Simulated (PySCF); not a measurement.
Trends in electronic spectra. The calculation used TDDFT CAM-B3LYP/def2-SVPD, vertical, gas phase, core orbitals frozen in the response (PySCF). Geometries: GFN2-xTB; one conformer of each isolated species. Triplets are in the Tamm–Dancoff approximation.

Question: Rank by computed lowest singlet excitation energy, highest first.
A. `CP(C)N1C=CC=C1`
B. `O=Cc1sncc1F`
C. `c1n[nH]cp1`
D. `N#CCCPC1CC1`
E. `Cc1pccs1`
F. `CCc1pccn1C`
G. `O=C1C=CC(=O)O1`
H. `C=CC1=C(C)P1NC`

Answer: D (6.53 eV), A (6.25 eV), C (5.79 eV), F (5.29 eV), E (4.88 eV), H (4.27 eV), G (4.13 eV), B (3.74 eV).

```json
{"SMILES": "N#CCCPC1CC1", "S1 (eV)": "6.53", "LUMO (eV)": "0.84", "first f ≥ 0.01 (nm)": "190", "gap (eV)": "9.57", "HOMO (eV)": "-8.72", "α (au)": "98.3", "S1 mainly": "H→L (85%)"}
{"SMILES": "CP(C)n1cccc1", "S1 (eV)": "6.25", "LUMO (eV)": "1.27", "first f ≥ 0.01 (nm)": "198", "gap (eV)": "8.71", "HOMO (eV)": "-7.45", "α (au)": "100.0", "S1 mainly": "H→L (48%)"}
{"SMILES": "c1n[nH]cp1", "S1 (eV)": "5.79", "LUMO (eV)": "0.49", "first f ≥ 0.01 (nm)": "214", "gap (eV)": "8.76", "HOMO (eV)": "-8.27", "α (au)": "58.2", "S1 mainly": "H→L (88%)"}
{"SMILES": "CCc1pccn1C", "S1 (eV)": "5.29", "LUMO (eV)": "0.96", "first f ≥ 0.01 (nm)": "234", "gap (eV)": "8.08", "HOMO (eV)": "-7.12", "α (au)": "101.2", "S1 mainly": "H→L (73%)"}
{"SMILES": "Cc1pccs1", "S1 (eV)": "4.88", "LUMO (eV)": "-0.22", "first f ≥ 0.01 (nm)": "254", "gap (eV)": "7.64", "HOMO (eV)": "-7.86", "α (au)": "87.3", "S1 mainly": "H→L (94%)"}
{"SMILES": "C=CC1=C(C)P1NC", "S1 (eV)": "4.27", "LUMO (eV)": "0.11", "first f ≥ 0.01 (nm)": "250", "gap (eV)": "7.35", "HOMO (eV)": "-7.25", "α (au)": "109.2", "S1 mainly": "H→L (92%)"}
{"SMILES": "O=C1C=CC(=O)O1", "S1 (eV)": "4.13", "LUMO (eV)": "-2.22", "first f ≥ 0.01 (nm)": "216", "gap (eV)": "8.16", "HOMO (eV)": "-10.37", "α (au)": "53.3", "S1 mainly": "H→L (95%)"}
{"SMILES": "O=Cc1sncc1F", "S1 (eV)": "3.74", "LUMO (eV)": "-1.78", "first f ≥ 0.01 (nm)": "256", "gap (eV)": "7.70", "HOMO (eV)": "-9.49", "α (au)": "73.0", "S1 mainly": "H-1→L (88%)"}
```

H and L stand for HOMO and LUMO.

Mean S1 by what the SMILES shows (count): an aromatic ring 5.19 eV (5); a double or triple bond but no aromatic ring 4.98 eV (3).
